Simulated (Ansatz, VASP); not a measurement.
## SiC in VASP and in Ansatz

```
Si C
1.0
     0.00000    2.17400    2.10878
     2.17400    0.00000    2.10878
     2.17400    2.17400    0.00000
Si C
1 1
Direct
  0.00000 0.00000 0.00000
  0.75000 0.75000 0.75000
```

Change from the starting cell: strain +0.000 along x and y, -0.030 along z, atoms carried along.

Alike in both runs: task single point; functional r2SCAN; k mesh 12 × 12 × 12; occupations gaussian, width 0.05 eV; no spin polarisation.

|  | VASP | Ansatz |
| --- | --- | --- |
| version | VASP 6.6.1 | Ansatz 0.2.0 |
| potentials or method | VASP PAW PBE potentials, release 64 (Si, C) | scalar-relativistic, plane waves, PAW |
| plane-wave cutoff (eV) | 520 | 500 |
| valence electrons in the cell | 8 | 8 |

Ansatz gave:

```
gap on the k mesh at the Fermi level (eV)       : 1.36
least direct gap on the mesh (eV)               : 5.05
pressure (GPa)                                  : 8.7
largest component of the traceless stress (GPa) : 5.35
```

What did VASP give for the same quantities?

gap on the k mesh at the Fermi level (eV): 1.37; least direct gap on the mesh (eV): 5.07; pressure (GPa): 8.5; largest component of the traceless stress (GPa): 5.37.

The functional is the same, so the differences come from potentials, cutoffs and numerics.

Caveats: the PAW data sets were made with another functional, which shifts forces and pressure a little (VASP). A k mesh can miss the band edges.
